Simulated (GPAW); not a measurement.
# C K ELNES/XANES of a SiC monolayer from DFT, part 2 of 2

Aim: the polarisation-dependent near-edge structure of a SiC monolayer.

GPAW 26.7.0; X-ray absorption from dipole matrix elements to empty bands, plane-wave PAW PBE.

So far. Step 3 (The field without a hole): The mesh shows a gap of 2.66 eV. The excited electron is kept all the same, which keeps the cell neutral.

## (5) Spectrum with XCH, C atom 8

The holes are 8.2 Å apart. In GPAW the data set carries the hole's charge, so charge=0 means a charged cell and charge=-1 a neutral one. The excited electron is kept in the cell, where it fills the lowest empty states and screens the hole. After the field has converged, empty bands are computed with the density fixed and the dipole matrix elements are summed.

The absorber has 3 Si at 1.79 Å (trigonal planar).

xas.py

```python
import numpy as np
from ase import Atoms
from ase.parallel import parprint, paropen
from gpaw import GPAW, PW, FermiDirac, Mixer, MixerDif, setup_paths
from gpaw.test import gen
setup_paths.insert(0, '.')
gen('C', name='fch1s', xcname='PBE', corehole=(1, 0, 1), write_xml=True)
from gpaw.mpi import world
world.barrier()

atoms = Atoms('Si7C7',
    cell=[[-1.55, 8.05403626, 0],
     [-7.75, 2.68467875, 0],
     [0, 0, 10.4]],
    scaled_positions=[[0, 0, 0.5],
     [0.2857143, 0.1428571, 0.5],
     [0.1428571, 0.5714286, 0.5],
     [0.5714286, 0.2857143, 0.5],
     [0.4285714, 0.7142857, 0.5],
     [0.8571429, 0.4285714, 0.5],
     [0.7142857, 0.8571429, 0.5],
     [0.1904762, 0.7619048, 0.5],
     [0.4761905, 0.9047619, 0.5],
     [0.3333333, 0.3333333, 0.5],
     [0.7619048, 0.047619, 0.5],
     [0.6190476, 0.4761905, 0.5],
     [0.047619, 0.1904762, 0.5],
     [0.9047619, 0.6190476, 0.5]],
    pbc=True)
atoms.calc = calc = GPAW(legacy_gpaw=True, mode=PW(400), xc='PBE', setups={7: 'fch1s'},
    kpts={'size': (2, 2, 1), 'gamma': True}, occupations=FermiDirac(0.04),
    charge=-1, mixer=Mixer(0.05, 8, 50), maxiter=150,
    convergence={'density': 0.0001}, txt='scf.txt')
energy = atoms.get_potential_energy() + calc.get_reference_energy()
ef = calc.get_fermi_level()
out = dict(energy=energy, fermi=ef, forces=atoms.get_forces().tolist())
parprint(f'all-electron energy {energy:.4f} eV, Fermi level {ef:.4f} eV')
ev = np.array([[calc.get_eigenvalues(k, s) for k in range(len(calc.get_ibz_k_points()))] for s in range(calc.get_number_of_spins())])
out['homo'], out['lumo'], out['counts'] = ev[ev < ef].max(), ev[ev > ef].min(), sorted(set((ev < ef).sum((0, 2)).tolist()))
out['filled'] = (ev[:, 0] < ef).sum(1).tolist()

from ase.units import Ha
from gpaw.xas import dipole_matrix_elements
nb = int(calc.get_number_of_electrons() / 2) + 170
top, nb = nb, nb + 8 + nb // 12
nscf = calc.fixed_density(kpts={'size': (3, 3, 1), 'gamma': True}, nbands=nb,
    convergence={'bands': top, 'eigenstates': 1e-5}, maxiter=60, txt='nscf.txt')
cell = atoms.cell.array
ops = [cell.T @ U.T @ np.linalg.inv(cell.T) for U in nscf.wfs.kd.symmetry.op_scc]
filled = [28]  # bands filled in the ground state, by spin
E = np.arange(-6, 28, 0.1)
fwhm = np.interp(E, [4, 25], [0.9, 3.5])
Y, X, zero, highest = 0, 0, 1e9, 1e9
for spin in range(nscf.get_number_of_spins()):
    wfs = nscf.wfs
    A = dipole_matrix_elements(wfs.setups[7])
    eps = np.zeros((wfs.kd.nibzkpts, nb))
    d = np.zeros((3, A.shape[1], wfs.kd.nibzkpts, nb), complex)
    for kpt in wfs.kpt_u:
        if kpt.s == spin and 7 in kpt.P_ani:
            eps[kpt.k] = kpt.eps_n * Ha
            d[:, :, kpt.k] = (kpt.weight * wfs.nspins / 2) ** 0.5 * np.inner(A, kpt.P_ani[7])
    world.sum(eps)
    world.sum(d)
    T = np.einsum('amkn,bmkn->abkn', d, d.conj()).real
    T = sum(np.einsum('ai,ijkn,bj->abkn', R, T, R) for R in ops) / len(ops)
    empty = np.ones_like(eps, bool) & (np.arange(nb) >= filled[spin])
    zero, highest = min(zero, eps[empty].min()), min(highest, eps[:, top - 1].min())
    lines = [(eps, T, empty)] if spin == 0 else lines + [(eps, T, empty)]
for eps, T, empty in lines:
    f = np.einsum('aakn->akn', T).reshape(3, -1)
    x = eps.ravel() - zero
    w = np.interp(x, E, fwhm) / 2.35482
    g = np.exp(-0.5 * ((E[:, None] - x) / w) ** 2) / (w * (2 * np.pi) ** 0.5)
    Y = Y + (f * empty.ravel()) @ g.T
    X = X + (f * ~empty.ravel()) @ g.T
out.update(E=E.round(2).tolist(), xas=Y.tolist(), xes=X.tolist(), zero=zero, valid=highest - zero, nk=len(eps), nb=nb)
for i in range(0, len(E), 10):
    parprint(f'{E[i]:7.2f}', *(f'{v:10.3e}' for v in Y[:, i]))
import json
with paropen('out.json', 'w') as f:
    json.dump(out, f)
```

The run is started by

```console
> OMP_NUM_THREADS=1 mpirun -n 4 gpaw python xas.py
```

Numbers of over 12 decimals in the logs are rounded to 6 here.

The program printed:

```text
Input parameters:
  charge: -1
  convergence: {density: 0.0001}
  kpts: {gamma: True,
         size: (2, 2, 1)}
  maxiter: 150
  mixer: {backend: pulay,
          beta: 0.05,
          method: separate,
          nmaxold: 8,
          weight: 50}
  mode: {ecut: 400.0,
         name: pw}
  occupations: {fixmagmom: False,
                name: fermi-dirac,
                width: 0.04}
  setups: {7: fch1s}
  xc: PBE

Initialize ...

[... PAW data sets ...]

Reference energy: -62093.434678  # eV

Spin-paired calculation

[... convergence settings ...]
Symmetries present (total): 2
  [... symmetry matrices ...]

4 k-points: 2 x 2 x 1 Monkhorst-Pack grid + [1/4,1/4,0.000000]
4 k-points in the irreducible part of the Brillouin zone
       k-points in crystal coordinates                weights
   0:     0.00000000    0.00000000    0.00000000          1/4
   1:     0.00000000    0.50000000    0.00000000          1/4
   2:     0.50000000    0.00000000    0.00000000          1/4
   3:     0.50000000    0.50000000    0.00000000          1/4

Wave functions: Plane wave expansion
  Cutoff energy: 400.000 eV
  Number of coefficients (min, max): 10990, 11043
  Pulay-stress correction: 0.000000 eV/Ang^3 (de/decut=0.000000)
  Using FFTW library
  Wavefunction extrapolation:
    Improved wavefunction reuse through dual PAW basis

Occupation numbers: Fermi-Dirac:
  width: 0.0400  # eV

Eigensolver
   Davidson(niter=2)

Densities:
  Coarse grid: 40*40*48 grid
  Fine grid: 80*80*96 grid
  Total Charge: 0.000000

Density mixing:
  Method: separate
  Backend: pulay
  Linear mixing parameter: 0.05
  old densities: 8
  Width of damping distribution: 1.1
  Damping of long wavelength oscillations: 50

[... Hamiltonian set-up ...]
Number of atoms: 14
Number of atomic orbitals: 56
Number of bands in calculation: 39
Number of valence electrons: 57
Bands to converge: occupied

... initialized

Initializing position-dependent things.

Density initialized from atomic densities
Creating initial wave functions:
  39 bands from LCAO basis set

            Si   C  Si
           C       C      C
              Si      Si
             C       C
                Si      Si
                       C  Si

Atomic positions and initial magnetic moments

Positions:
   0 Si     0.000000    0.000000    5.200000    ( 0.0000,  0.0000,  0.0000)
   1 Si    -1.550000    2.684679    5.200000    ( 0.0000,  0.0000,  0.0000)
   2 Si    -4.650000    2.684678    5.200000    ( 0.0000,  0.0000,  0.0000)
   3 Si    -3.100000    5.369358    5.200000    ( 0.0000,  0.0000,  0.0000)
   4 Si    -6.200000    5.369357    5.200000    ( 0.0000,  0.0000,  0.0000)
   5 Si    -4.650000    8.054037    5.200000    ( 0.0000,  0.0000,  0.0000)
   6 Si    -7.750000    8.054036    5.200000    ( 0.0000,  0.0000,  0.0000)
[...]
11 C     -4.650000    6.264250    5.200000    ( 0.0000,  0.0000,  0.0000)
  12 C     -1.550000    0.894893    5.200000    ( 0.0000,  0.0000,  0.0000)
  13 C     -6.200000    8.948929    5.200000    ( 0.0000,  0.0000,  0.0000)

Unit cell:
           periodic     x           y           z      points  spacing
  1. axis:    yes   -1.550000    8.054036    0.000000    40     0.1776
  2. axis:    yes   -7.750000    2.684679    0.000000    40     0.1776
  3. axis:    yes    0.000000    0.000000   10.400000    48     0.2167

  Lengths:   8.201829   8.201829  10.400000
  Angles:   90.000000  90.000000  60.000000

Effective grid spacing dv^(1/3) = 0.1991

iter:   1  -132.265335
iter:   2  -126.871015   -1.19  -0.54
iter:   3  -111.507745   -0.38  -0.58
iter:   4  -112.013215   -1.58  -1.01
iter:   5  -112.166456   -2.05  -0.96
iter:   6  -111.313674   -1.20  -1.05
iter:   7  -111.176426   -2.27  -1.48
iter:   8  -111.223928   -2.33  -1.75
iter:   9  -111.197837   -3.37  -1.85
iter:  10  -111.172633   -3.09  -1.99
iter:  11  -111.178382c  -3.65  -2.48
iter:  12  -111.171661c  -4.12  -2.40
iter:  13  -111.171362c  -5.06  -2.78
iter:  14  -111.170679c  -4.82  -2.87
iter:  15  -111.170525c  -5.24  -3.29
iter:  16  -111.170488c  -5.97  -3.44
iter:  17  -111.170530c  -5.77  -3.46
iter:  18  -111.170522c  -7.26  -3.97
iter:  19  -111.170508c  -7.18  -4.03c
iter:  20  -111.170515c  -7.85c -4.06c

Converged after 20 iterations.

Dipole moment: (5.355739, -7.091356, 0.000000) |e|*Ang

Energy contributions relative to reference atoms: (reference = -62093.434678)

Kinetic:       +102.314727
Potential:      -97.796380
External:        +0.000000
XC:            -115.564461
Entropy (-ST):   -0.060973
Local:           -0.093914
SIC:             +0.000000
--------------------------
Free energy:   -111.201001
Extrapolated:  -111.170515

Showing only first 2 kpts
 Kpt  Band  Eigenvalues  Occupancy
  0    26     -3.31739    2.00000
  0    27     -3.30741    2.00000
  0    28      0.94957    0.00018
  0    29      1.11156    0.00000

  1    26     -2.43596    2.00000
  1    27     -2.21604    2.00000
  1    28      0.56699    1.13359
[...]
Fermi level: 0.57774

No gap
No difference between direct/indirect transitions

Forces in eV/Ang:
  0 Si   -0.24829   -0.18478    0.00000
  1 Si   -0.13012   -0.00843    0.00000
  2 Si    0.28402   -0.12294    0.00000
  3 Si    0.05830    0.11631    0.00000
  4 Si   -0.03566    0.30702    0.00000
  5 Si   -0.00008   -0.00040    0.00000
  6 Si    0.07190   -0.10913    0.00000
[...]
11 C    -0.21630   -0.57028    0.00000
 12 C     0.60334    0.09897    0.00000
 13 C    -0.38688    0.47320    0.00000
Scalar-relativistic atomic PBE calculation for C (Carbon, Z=6)
Core hole in 1s state (1s occupation: 1.0)
300 radial gridpoints.
|------------------------------------------------|
|------------------------------------------------|
[... the atom generator's iteration count ...]

Energy contributions:
-------------------------
Kinetic:      +26.485384
XC:            -3.485579
Potential:    -49.578981
-------------------------
Total:        -26.579177

state      eigenvalue         ekin         rmax
-----------------------------------------------
1s^1.0 :   -12.360196    17.354082        0.168
2s^2.0 :    -1.099219     2.380344        1.061
2p^2.0 :    -0.784094     2.185307        0.924
-----------------------------------------------
(units: Bohr and Hartree)

Generating PAW setup
Kinetic energy of the core from tauc = 17.362309
Cutoffs:
rc(s)=1.200
rc(p)=1.200
rc(d)=1.200
rc(vbar)=1.080
rc(comp)=1.200
rc(nct)=1.200

Kinetic energy of the core states: 17.354082
Charge: 1.0
Core electrons: 1.0
Valence electrons: 4.0
Pseudo-core charge: 0.009353
Shape function alpha=6.944
Pseudo-electron charge 3.959458
state    eigenvalue         norm
--------------------------------
2s(2) :    -1.099219     1.082315
*s    :    -0.099219
2p(2) :    -0.784094     0.892738
*p    :     0.215906
*d    :     0.000000
--------------------------------

Diagonalizing with gridspacing h=0.050

state   all-electron     PAW
-------------------------------
2s:      -1.099219    -1.100079
2p:      -0.784094    -0.785584
*d:                   -0.070724
*f:                   -0.014625
-------------------------------
all-electron energy -62204.6052 eV, Fermi level 0.5777 eV
[...]
25.00  1.201e-04  1.149e-04  3.051e-05
  26.00  6.014e-05  5.749e-05  1.310e-05
  27.00  2.059e-05  1.983e-05  4.002e-06
```

The job ended after 2.5 min (4 MPI ranks of Arm Neoverse V1, shared host; peak memory 0.45 GiB; 9.8 min of CPU time).

The C K spectrum, C atom 8, excited-electron core hole (neutral cell) (energy from the bottom of the conduction band, which holds the excited electron; intensity scaled to a mean of 1 over the first 19 eV):

```csv
E (eV),isotropic,ε ∥ x,ε ∥ z
-2.0,0.00,0.00,0.00
-1.4,0.00,0.00,0.00
-0.8,0.04,0.00,0.11
-0.2,0.44,0.00,1.32
0.4,0.89,0.08,2.50
1.0,0.99,0.73,1.51
1.6,1.75,1.47,2.32
2.2,1.55,1.53,1.58
2.8,1.84,1.84,1.84
3.4,1.52,2.07,0.43
4.0,1.12,1.64,0.07
4.6,1.17,1.49,0.52
5.2,1.37,1.39,1.32
5.8,1.33,1.30,1.38
6.4,0.97,1.06,0.79
7.0,0.77,0.94,0.45
7.6,0.84,1.06,0.41
8.2,1.02,1.19,0.66
8.8,1.06,1.11,0.94
9.4,1.08,1.14,0.95
10.0,1.04,1.11,0.91
10.6,1.09,1.08,1.10
11.2,1.10,1.04,1.20
11.8,0.91,0.79,1.15
12.4,0.69,0.50,1.08
13.0,0.57,0.38,0.94
13.6,0.52,0.41,0.74
14.2,0.52,0.47,0.61
14.8,0.52,0.50,0.56
15.4,0.52,0.51,0.55
16.0,0.58,0.58,0.58
16.6,0.71,0.74,0.63
17.2,0.88,0.97,0.69
17.8,1.03,1.18,0.73
18.4,1.09,1.27,0.73
19.0,1.04,1.21,0.71
19.6,0.93,1.06,0.68
20.2,0.83,0.92,0.64
```

Main maxima below 19 eV (height): 0.4 eV (0.89), 1.6 eV (1.75), 2.9 eV (1.87), 5.5 eV (1.40), 9.3 eV (1.08), 10.9 eV (1.12) and 18.4 eV (1.09). A K edge sees empty p states; at this planar three-fold site the curve for the electric vector normal to the plane peaks at 0.3 eV, where it is mainly π* that absorbs: that direction carries over 70 % of the weight there.

The total-energy difference is 290.29 eV. One term is added: -6.71 eV, since the hole is spin-paired here and a spin-polarised one costs that much less in the free atom (computed apart). The photon energy is then 283.58 eV. The functional leaves an error of a few eV in such absolute values.

## (6) Reference energy of the cell

The absorbing element, whose data set is made anew, changes for the next run, so it gets a reference energy of its own.

scf.py

```python
import numpy as np
from ase import Atoms
from ase.parallel import parprint, paropen
from gpaw import GPAW, PW, FermiDirac, Mixer, MixerDif, setup_paths
from gpaw.test import gen
setup_paths.insert(0, '.')
gen('Si', name='nch1s', xcname='PBE', corehole=(1, 0, 0), write_xml=True)
from gpaw.mpi import world
world.barrier()

atoms = Atoms('Si7C7',
    cell=[[-1.55, 8.05403626, 0],
     [-7.75, 2.68467875, 0],
     [0, 0, 10.4]],
    scaled_positions=[[0, 0, 0.5],
     [0.2857143, 0.1428571, 0.5],
     [0.1428571, 0.5714286, 0.5],
     [0.5714286, 0.2857143, 0.5],
     [0.4285714, 0.7142857, 0.5],
     [0.8571429, 0.4285714, 0.5],
     [0.7142857, 0.8571429, 0.5],
     [0.1904762, 0.7619048, 0.5],
     [0.4761905, 0.9047619, 0.5],
     [0.3333333, 0.3333333, 0.5],
     [0.7619048, 0.047619, 0.5],
     [0.6190476, 0.4761905, 0.5],
     [0.047619, 0.1904762, 0.5],
     [0.9047619, 0.6190476, 0.5]],
    pbc=True)
atoms.calc = calc = GPAW(legacy_gpaw=True, mode=PW(400), xc='PBE', setups={0: 'nch1s'},
    kpts={'size': (2, 2, 1), 'gamma': True}, occupations=FermiDirac(0.02),
    charge=0, mixer=Mixer(0.05, 8, 50), maxiter=150,
    convergence={'density': 0.0001}, txt='scf.txt')
energy = atoms.get_potential_energy() + calc.get_reference_energy()
ef = calc.get_fermi_level()
out = dict(energy=energy, fermi=ef, forces=atoms.get_forces().tolist())
parprint(f'all-electron energy {energy:.4f} eV, Fermi level {ef:.4f} eV')
ev = np.array([[calc.get_eigenvalues(k, s) for k in range(len(calc.get_ibz_k_points()))] for s in range(calc.get_number_of_spins())])
out['homo'], out['lumo'], out['counts'] = ev[ev < ef].max(), ev[ev > ef].min(), sorted(set((ev < ef).sum((0, 2)).tolist()))
out['filled'] = (ev[:, 0] < ef).sum(1).tolist()
import json
with paropen('out.json', 'w') as f:
    json.dump(out, f)
```

The run is started by

```console
> OMP_NUM_THREADS=1 mpirun -n 4 gpaw python scf.py
```

The program printed:

```text
Input parameters:
  convergence: {density: 0.0001}
  kpts: {gamma: True,
         size: (2, 2, 1)}
  maxiter: 150
  mixer: {backend: pulay,
          beta: 0.05,
          method: separate,
          nmaxold: 8,
          weight: 50}
  mode: {ecut: 400.0,
         name: pw}
  occupations: {fixmagmom: False,
                name: fermi-dirac,
                width: 0.02}
  setups: {0: nch1s}
  xc: PBE

Initialize ...

[...]
3s(2) :    -0.397334     1.109262
*s    :     0.602666
3p(2) :    -0.149969     1.005769
*p    :     0.850031
*d    :     0.000000
--------------------------------

Diagonalizing with gridspacing h=0.050

state   all-electron     PAW
-------------------------------
3s:      -0.397334    -0.397486
3p:      -0.149969    -0.150100
*d:                    0.031888
*f:                    0.068154
-------------------------------
all-electron energy -62494.8965 eV, Fermi level -1.4340 eV
[key lines of the parts left out:]
Converged after 17 iterations.
Dipole moment: (5.818665, -6.718813, 0.000000) |e|*Ang
Free energy:    -97.089695
Fermi level: -1.43396
```

The job ended after 18 s (4 MPI ranks; peak memory 0.34 GiB; 73 s of CPU time).

Reference energy: -62494.897 eV with the cores included.

## (7) Spectrum with XCH, Si atom 1

The holes are 8.2 Å apart. The excited electron is kept in the cell, where it fills the lowest empty states and screens the hole. After the field has converged, empty bands are computed with the density fixed and the dipole matrix elements are summed.

The absorber has 3 C at 1.79 Å (trigonal planar).

xas.py, as its differences from that of step 5:

```diff
@@ -6,3 +6,3 @@
 setup_paths.insert(0, '.')
-gen('C', name='fch1s', xcname='PBE', corehole=(1, 0, 1), write_xml=True)
+gen('Si', name='fch1s', xcname='PBE', corehole=(1, 0, 1), write_xml=True)
 from gpaw.mpi import world
@@ -29,3 +29,3 @@
     pbc=True)
-atoms.calc = calc = GPAW(legacy_gpaw=True, mode=PW(400), xc='PBE', setups={7: 'fch1s'},
+atoms.calc = calc = GPAW(legacy_gpaw=True, mode=PW(400), xc='PBE', setups={0: 'fch1s'},
     kpts={'size': (2, 2, 1), 'gamma': True}, occupations=FermiDirac(0.04),
@@ -55,3 +55,3 @@
     wfs = nscf.wfs
-    A = dipole_matrix_elements(wfs.setups[7])
+    A = dipole_matrix_elements(wfs.setups[0])
     eps = np.zeros((wfs.kd.nibzkpts, nb))
@@ -59,5 +59,5 @@
     for kpt in wfs.kpt_u:
-        if kpt.s == spin and 7 in kpt.P_ani:
+        if kpt.s == spin and 0 in kpt.P_ani:
             eps[kpt.k] = kpt.eps_n * Ha
-            d[:, :, kpt.k] = (kpt.weight * wfs.nspins / 2) ** 0.5 * np.inner(A, kpt.P_ani[7])
+            d[:, :, kpt.k] = (kpt.weight * wfs.nspins / 2) ** 0.5 * np.inner(A, kpt.P_ani[0])
     world.sum(eps)
```

The run is started by

```console
> OMP_NUM_THREADS=1 mpirun -n 4 gpaw python xas.py
```

The program printed:

```text
Input parameters:
  charge: -1
  convergence: {density: 0.0001}
  kpts: {gamma: True,
         size: (2, 2, 1)}
  maxiter: 150
  mixer: {backend: pulay,
          beta: 0.05,
          method: separate,
          nmaxold: 8,
          weight: 50}
  mode: {ecut: 400.0,
         name: pw}
  occupations: {fixmagmom: False,
                name: fermi-dirac,
                width: 0.04}
  setups: {0: fch1s}
  xc: PBE

[...]
*p    :     0.471994
*d    :     0.000000
--------------------------------

Diagonalizing with gridspacing h=0.050

state   all-electron     PAW
-------------------------------
3s:      -0.832019    -0.832268
3p:      -0.528006    -0.528057
*d:                   -0.145245
*f:                   -0.019937
-------------------------------
all-electron energy -60642.0750 eV, Fermi level -0.1107 eV
[...]
26.00  9.654e-07  9.260e-07  7.384e-07
  27.00  4.197e-07  3.976e-07  2.632e-07
[key lines of the parts left out:]
Converged after 18 iterations.
Dipole moment: (5.986998, -6.913185, 0.000000) |e|*Ang
Free energy:   -105.695111
Fermi level: -0.11073
```

Elapsed: 2.5 min, on 4 MPI ranks; peak memory 0.45 GiB.

The Si K spectrum, Si atom 1, excited-electron core hole (neutral cell) (energy from the bottom of the conduction band, which holds the excited electron; intensity scaled to a mean of 1 over the first 20 eV):

```csv
E (eV),isotropic,ε ∥ x,ε ∥ z
-2.0,0.00,0.00,0.00
-1.0,0.04,0.00,0.11
0.0,2.12,0.00,6.35
1.0,0.63,0.02,1.86
2.0,0.61,0.64,0.55
3.0,0.57,0.63,0.43
4.0,1.08,1.43,0.39
5.0,1.60,1.99,0.81
6.0,1.38,1.35,1.43
7.0,0.95,1.21,0.43
8.0,0.76,1.00,0.27
9.0,0.91,1.09,0.54
10.0,1.02,1.12,0.80
11.0,0.74,0.80,0.61
12.0,0.58,0.57,0.60
13.0,0.54,0.42,0.79
14.0,0.54,0.46,0.72
15.0,0.60,0.61,0.58
16.0,0.78,0.89,0.57
17.0,1.26,1.58,0.63
18.0,1.84,2.41,0.71
19.0,1.86,2.38,0.81
20.0,1.30,1.51,0.87
```

Main maxima below 20 eV (height): 0.1 eV (2.23), 2.4 eV (0.77), 5.4 eV (1.73), 9.8 eV (1.03) and 18.5 eV (1.95). A K edge sees empty p states; at this planar three-fold site the curve for the electric vector normal to the plane peaks at 0.1 eV, where it is mainly π* that absorbs: that direction carries over 70 % of the weight there.

The total-energy difference is 1852.82 eV. One term is added: -14.97 eV, since the hole is spin-paired here and a spin-polarised one costs that much less in the free atom (computed apart). The photon energy is then 1837.85 eV. The tabulated edge of the element is 1839 eV. The functional leaves an error of a few eV in such absolute values.

## (8) Summary of results

```
absorber and edge                               : C K, atom 8 of the ground-state input (counted from 1)
surroundings                                    : 3 Si at 1.79 Å (trigonal planar)
highest intensity below 16 eV                   : 2.9 eV above the zero, height 1.87
photon energy of the zero, with the added terms : 283.6 eV (raw 290.3 eV; uncertain by a few eV)
```

**Reading.** The C K edge of atom 8, with 3 Si at 1.79 Å (trigonal planar), has its highest intensity of the first 16 eV at 2.9 eV above the zero, near 286 eV in photon energy (uncertain by a few eV), 1.9 times the mean level of the first 19 eV (Gaussian full width 0.9 eV up to 4 eV, rising linearly to 3.5 eV at 25 eV). At the C K edge of atom 8 polarisation matters most near 0.3 eV, where the curves differ by 2.5 on this scale. Some eV above the zero the states pass the vacuum level, and features normal to the sheet may then be states of the box. The mesh is coarse (0.29 Å⁻¹ between points), so small maxima may be mesh ripples.

[Banner, clock and machine lines of the logs are left out without a mark of their own.]

[Logs are printed without paths, hosts, clocks, repeated set-up lines and the standing remarks that a program may print on its own settings, such as how far it seeks lower states.]

[Hosts, paths, dates, database ids (printed as entryN), source tags and the programs' standing remarks are cut or masked in the printed files.]

[Lists of maxima count a maximum above −3 eV only where it reaches 4 % of the highest in the window and stands out from its surroundings by 2 % of it (1.5 % where it reaches 55 %); shoulders and weaker maxima are passed over, and of the rest the first, up to two pre-edge ones and the few strongest are named.]
